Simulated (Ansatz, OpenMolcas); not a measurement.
**Worked example: vertical energy of the triplet above the singlet of C4H6 (methylenecyclopropane)**

C4H6 has 10 atoms, charge 0, and is taken as a singlet. SMILES: `C=C1CC1`. Geometry: relaxed at PBE0-D4/def2-TZVP.

```tsv
atom	x (Å)	y (Å)	z (Å)
C	-1.2466	0.7493	-0.8273
C	-0.2672	0.1609	-0.1773
C	0.5597	-1.0245	0.0145
C	0.7560	0.2337	0.8587
H	-1.7845	0.2371	-1.6179
H	-1.5470	1.7650	-0.5930
H	0.1221	-1.8928	0.4966
H	1.3165	-1.2577	-0.7276
H	1.6426	0.8320	0.6745
H	0.4482	0.1970	1.8988
```

Both states at this one shape; open shells run unrestricted unless said. 1 Eh = 27.2114 eV.

```tsv
level	program	singlet C4H6 (Eh)	triplet C4H6 (Eh)
revPBE/cc-pVDZ	OpenMolcas	-155.925763	-155.763131
revPBE/aug-cc-pVDZ	OpenMolcas	-155.936230	-155.776375
wB97X/def2-SVPD	Ansatz	-155.814190	-155.650326
```

Work out the vertical gap, second state less first, at each level.


1. revPBE/cc-pVDZ: -155.763131 − (-155.925763) = 0.162632 Eh = 4.43 eV.
2. revPBE/aug-cc-pVDZ: -155.776375 − (-155.936230) = 0.159855 Eh = 4.35 eV.
3. wB97X/def2-SVPD: -155.650326 − (-155.814190) = 0.163864 Eh = 4.46 eV.

No measured value is set beside it here; the levels span 4.35 to 4.46 eV.
